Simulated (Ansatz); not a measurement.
## Si: Ru on a Si site

These are results of DFT PBE, scalar-relativistic, plane waves, PAW (Ansatz), not measurements. (420 eV cutoff, 2×2×2 k-mesh, shifted by half a step, Gaussian smearing of 0.02 eV, collinear spin)

Host crystal, relaxed:

```xyz
4
Lattice="3.8513 0.0000 0.0000 -1.9256 3.3353 0.0000 0.0000 0.0000 6.3650" Properties=species:S:1:pos:R:3 pbc="T T T"
Si    0.0000    2.2235    0.4006
Si    1.9256    1.1118    3.5831
Si    0.0000    2.2235    2.7820
Si    1.9256    1.1118    5.9645
```

Supercell of 48 atoms, rows in host cell vectors: 2 0 -1; -2 -2 -1; 0 2 -1. Atoms relax at the host's cell, keeping the symmetry that the supercell leaves at the site. The cell is small, so energies carry finite-size errors of tenths of an eV. The host's Kohn–Sham gap is 0.45 eV. Atoms are taken from and returned to the elements' standard states. Charged cells are corrected for image charges with the computed static dielectric tensor (mean 13.0) and aligned with the host's potential at far atoms (alignment terms reach 0.15 eV). No band-filling term is added, and the Fermi level counts from the host's valence band top.

Starting moments were lost in some runs.

Defect: Ru on a Si site at (0.333, 0.667, 0.063) of the host cell.

Problem. What is the formation energy of the neutral defect?

Solution. 1.03 eV.

Problem. Does the neutral defect carry a moment, and how do its surroundings relax?

Solution. It adds no moment. The nearest neighbours before are 3 Si at 2.36 Å, 1 Si at 2.38 Å; after relaxation the atoms near the site are 3 Si at 2.31 Å, 1 Si at 2.34 Å; the largest move is 0.08 Å.

Problem. Charges +1, 0, -1 were computed. Which is stable where in the gap?

Solution. Among the charges computed the stable one is 0 at the valence band top and stays so across the gap. In charge +1, -1 the extra carrier would gain by moving to a band edge of the host, so it isn't bound in the gap, though by less than the errors named above. In charge +1, -1 the cell has partly filled bands: a level of the defect may be part filled, the carrier may sit in the host's bands, or levels may cross between the k points, so transitions that involve it are doubtful. Levels between neighbouring charges: (+1/0) -0.63 eV, (0/-1) 0.56 eV.